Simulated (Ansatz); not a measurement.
**Wurtzite InN**

Method: PBEsol (plane waves, PAW; Ansatz, a program for electronic structure).

Run with plane-wave cutoff 520 eV, 24×24×12 k mesh (along the axes of the cell as run), Fermi–Dirac smearing 0.05 eV, scalar-relativistic PAW data made under PBE.

Cell (relaxed at this level):

Space group P6₃mc (No. 186); a = 3.537 Å, b = 3.537 Å, c = 5.713 Å, α = 90.00°, β = 90.00°, γ = 120.00°

| atom | site | symmetry | x | y | z |
|---|---|---|---|---|---|
| In | 2b | 3m. | 0.3333 | 0.6667 | 0.0001 |
| N | 2b | 3m. | 0.3333 | 0.6667 | 0.3789 |

| Quantity | Value |
|---|---|
| elastic constant C11 | 215 GPa |
| elastic constant C12 | 107 GPa |
| elastic constant C13 | 88.7 GPa |
| elastic constant C33 | 222 GPa |
| elastic constant C44 | 48.2 GPa |
| elastic constant C66 | 54.2 GPa |
| Voigt–Reuss–Hill bulk modulus | 136 GPa |
| Voigt–Reuss–Hill shear modulus (Hill average) | 54.2 GPa |

Note: the solid has no gap at this level, which affects its response.

Elastic constants are with the ions relaxed.

Spin–orbit coupling is not included.

Static lattice: no zero-point or thermal effects.

Computing time: very roughly 80 core-minutes.
